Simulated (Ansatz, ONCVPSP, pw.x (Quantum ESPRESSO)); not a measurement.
# tungsten (W): one change to the ONCV potential, in the atom and in the diamond crystal

W, optimised norm-conserving Vanderbilt (ONCV), made with ONCVPSP 4.0.1.1 (patched build) (PBEsol, scalar-relativistic). Core [Kr] 4d10 4f14, reference 5s2 5p6 5d4.5 6s1.5. Waves: 5s+6s: rc 1.75 bohr, ncon 5, nbas 8, qcut 5.7 1/bohr, 2 projectors; 5p: rc 1.95 bohr, ncon 4, nbas 7, qcut 8.7 1/bohr, 2 projectors, debl 1 Ha; 5d: rc 2.55 bohr, ncon 5, nbas 10, qcut 6.1 1/bohr, 2 projectors, debl 3.3 Ha. Local part: polynomial inside 1.50 bohr (lpopt 5, dvloc0 2 Ha). Core correction: Teter function, parameters optimised by the program.

In the p channel the program set the typed energies aside and used -1.554, 0.250 Ha.

Change: local potential polynomial inside 1.24 bohr (lpopt 5, dvloc0 2 Ha).

Cutoffs, loose and tight: the cutoffs (Ha) at which the residual kinetic energy of the hardest occupied pseudo-wave falls to 1 and 0.1 mHa per electron. They do not see the model core or the augmentation charge, which bear on the density cutoff. Test errors are all-electron minus pseudo excitation energies from the reference, over the configurations 5s2 5p6 5d4 6s2; 5s2 5p6 5d4 6s1; 5s2 5p6 5d4 6s0; 5s2 5p6 5d3 6s2; variants that change the core or the reference have their own tests.

Crystal test: diamond W in pw.x 7.5, no spin, 8³ k-points, Fermi–Dirac smearing 0.01 Ry, cutoffs set for each file from its atomic test. The reference is all-electron LAPW (Ansatz 0.2.0) with the same functional, mesh and smearing; V0 and B0 come from Birch–Murnaghan fits to the pressures at five volumes. Errors are pseudo minus all-electron; Δ is the rms difference of the E(V) curves that follow from these fits, minima aligned, over ±6 % about the mean V0. Mesh and smearing are coarse, so the numbers serve the comparison and aren't converged zero-temperature values; the lattice is a test structure that the element need not adopt.

All-electron: a0 = 5.760 Å (V0 = 23.89 Å³/atom), B0 = 129.0 GPa.

Problem. Does the change bring the crystal closer to the all-electron result?

Solution. The mean pressure error goes from -1.45 to -2.08 GPa, so the change moves the solid further from the all-electron pressures.

```csv
quantity,base,changed
outcome (atom),"generated, projector energies reset by the program","generated, projector energies reset by the program"
"cutoff, loose (atom)",26 Ha,26 Ha
"cutoff, tight (atom)",52 Ha,52 Ha
bound ghosts (atom),none,none
largest test error (meV) (atom),-7.0,-7.2
cutoffs in pw.x (Ry),125/500,125/500
a0 (Å),5.738,5.729
a0 error (%),-0.38,-0.55
B0 error (%),-0.8,-0.9
Δ (meV/atom),7.7,11.1
mean pressure error (GPa),-1.45,-2.08
```

Base: The largest radius (2.55 bohr) exceeds half the bond length (2.36 bohr), so the spheres overlap, which is one possible source of error among others. Changed file: The largest radius (2.55 bohr) exceeds half the bond length (2.36 bohr), so the spheres overlap, which is one possible source of error among others. This is a poor potential for the solid.
